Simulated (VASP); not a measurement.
**Si: relaxation of shape and atoms at fixed volume with PBE**

Crystal: Si.

```
Si
1.0
     2.66512    0.00000    0.00000
    -1.33256    2.30806    0.00000
     0.00000    0.00000    2.53158
Si
1
Direct
  0.00000 0.00000 0.00000
```

This isn't the form of Si at room conditions, which is diamond.

The cell isn't the ideal one: a relaxed cell with its volume scaled by 1.04.

```json
{"Program": "VASP 6.6.1", "Task": "relaxation of shape and atoms at fixed volume", "Functional": "PBE", "Potentials or basis": "VASP PAW PBE potentials, release 64 (Si)", "Cutoff": "300 eV", "k mesh": "9 × 9 × 8", "Occupations": "methfessel-paxton, width 0.1 eV", "Spin": "no spin polarisation", "Further INCAR settings": "ALGO = Normal; EDIFF = 1e-07; IBRION = 2; EDIFFG = -0.01; NSW = 40; ISIF = 4"}
```

The energy gained by relaxing is 0.0 meV/atom, the ionic steps are 3 and the pressure after relaxing is -4.3 GPa. The band gap on the k mesh is none (metal or under the smearing width).

Final structure:
```xyz
1
Lattice="2.6666 0.0000 0.0000 -1.3333 2.3093 0.0000 0.0000 0.0000 2.5288" Properties=species:S:1:pos:R:3 pbc="T T T"
Si    0.0000    0.0000    0.0000
```

Levels at points of the mesh, in eV from the Fermi level:
| k point | band 1 | band 2 | band 3 | band 4 | band 5 |
| --- | --- | --- | --- | --- | --- |
| (0.00, 0.00, 0.00) | -13.60 | 7.39 | 7.42 | 9.90 | 9.90 |
| (0.00, 0.00, 0.50) | -9.07 | -6.81 | 13.14 | 13.14 | 14.76 |

Wall time 4.4 s on 1 thread of Intel(R) Xeon(R) Platinum 8488C (Sapphire Rapids) (shared host), peak memory 0.1 GiB.

Caveat: the cutoff is under 1.25 times the usual one of these potentials, so pressure, stress and relaxed cells hold a basis-set (Pulay) error.
